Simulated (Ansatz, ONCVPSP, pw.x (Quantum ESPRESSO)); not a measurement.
**Equation-of-state test of one ONCV potential (Ta)**

```
Element                 : Ta
Generator               : ONCVPSP 4.0.1.1 (patched build)
Type                    : optimised norm-conserving Vanderbilt (ONCV)
Functional              : PBE
Relativity              : scalar-relativistic
Frozen core             : [Kr] 4d10 4f14
Valence charge          : 13
Reference configuration : 5s2 5p6 5d3 6s2
Partial waves           : 5s+6s: rc 1.70 bohr, ncon 4, nbas 8, qcut 7 1/bohr, 2 projectors; 5p: rc 1.75 bohr, ncon 3, nbas 8, qcut 8.7 1/bohr, 2 projectors, debl 0.6 Ha; 5d: rc 3.05 bohr, ncon 4, nbas 9, qcut 6.2 1/bohr, 2 projectors, debl 0.9 Ha; f scattering state at 0.45 Ha: rc 2.30 bohr, ncon 4, nbas 7, qcut 4.6 1/bohr, 1 projector
Local potential         : polynomial inside 1.70 bohr (lpopt 5, dvloc0 0 Ha)
Core correction         : polynomial model core, fcfact 0.45
```

In the p channel the program set the typed energies aside and used -1.448, 0.250 Ha.

Atomic tests: cutoffs needed: 22 Ha and 27 Ha (the cutoffs (Ha) at which the residual kinetic energy of the hardest occupied pseudo-wave falls to 1 and 0.1 mHa per electron); ghost test: no bound ghost flagged; no localised positive-energy state flagged; largest excitation error: -37 meV (all-electron minus pseudo) for 5s2 5p6 5d2 6s0, out of 4 test configurations.

Crystal test: sc Ta in pw.x 7.5, no spin, 12³ k-points, Fermi–Dirac smearing 0.01 Ry, cutoffs 65/260 Ry. The reference is all-electron LAPW (Ansatz 0.2.0) with the same functional, mesh and smearing; V0 and B0 come from Birch–Murnaghan fits to the pressures at five volumes. Errors are pseudo minus all-electron; Δ is the rms difference of the E(V) curves that follow from these fits, minima aligned, over ±6 % about the mean V0. Mesh and smearing are coarse, so the numbers serve the comparison and aren't converged zero-temperature values; the lattice is a test structure that the element need not adopt.

```tsv
V (Å³/atom)	P all-electron (GPa)	P pseudo (GPa)
19.357	10.29	9.46
19.867	5.78	5.04
20.376	1.79	1.12
20.885	-1.75	-2.34
21.395	-4.87	-5.41
```

All-electron: a0 = 2.742 Å (V0 = 20.63 Å³/atom), B0 = 143.1 GPa.

Pseudopotential: mean pressure error (GPa): -0.67; a0 (Å): 2.738; a0 error (%): -0.15; B0 error (%): -0.2; Δ (meV/atom): 2.9. The largest radius (3.05 bohr) exceeds half the bond length (2.58 bohr), so the spheres overlap, which is one possible source of error among others.

Task: At the middle volume, how do free energy and pressure move when the wave cutoff is lowered (ecutrho kept at four times it)?

Result:

```json
{"cutoff (Ry)": "29", "shift of F (meV/atom)": "+1871.4", "shift of P (GPa)": "-36.40"}
{"cutoff (Ry)": "39", "shift of F (meV/atom)": "+417.6", "shift of P (GPa)": "-14.60"}
{"cutoff (Ry)": "52", "shift of F (meV/atom)": "+26.1", "shift of P (GPa)": "-1.71"}
```

The run at the middle volume (84 k-points, 8 iterations) took about 29 s on one core of a shared host (Neoverse-N1, 64 threads, 124 GiB, load 54).
